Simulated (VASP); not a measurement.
SnSe, 2 atoms in the cell. The structure is cubic, space group Fm-3m (No. 225). Conventional cell: a = 6.020 Å, b = 6.020 Å, c = 6.020 Å, α = 90.00°, β = 90.00°, γ = 90.00°. Sn (site symmetry m-3m) is surrounded by 6 Se at 3.01 Å. Se (site symmetry m-3m) is surrounded by 6 Sn at 3.01 Å. Measurements of this composition are mostly on another form, of space group No. 62.

| Quantity | Value |
| --- | --- |
| Program | VASP 6.6.1 |
| Task | band structure |
| Functional | LDA |
| Potentials or basis | VASP PAW LDA potentials, release 64 (Sn_d, Se) |
| Cutoff | 520 eV |
| k mesh | 6 × 6 × 6 |
| Occupations | gaussian, width 0.02 eV |
| Spin | spin-orbit coupling, no magnetisation |
| Ladder | gaps |
| Further INCAR settings | ALGO = Fast; EDIFF = 1e-06 |

Potentials or basis: VASP PAW LDA potentials, release 64 (Sn_d, Se).

Command:

```sh
$ cat potpaw_LDA.64/Sn_d/POTCAR potpaw_LDA.64/Se/POTCAR > POTCAR
$ cp INCAR.step1 INCAR
$ cp KPOINTS.step1 KPOINTS
$ mpirun -np 2 vasp_ncl > vasp.out
$ cp INCAR.step2 INCAR
$ cp KPOINTS.step2 KPOINTS
$ mpirun -np 2 vasp_ncl > vasp.out
```

Hardware: 2 MPI ranks on AMD EPYC 9R45 (Zen 5), with other jobs on the host.

Problem. Estimate the wall time of this run.

Solution. It took 89 s on 2 MPI ranks on AMD EPYC 9R45 (Zen 5), with other jobs on the host, peak memory 0.35 GiB a rank. Counts: scf iterations 10, k points 100.
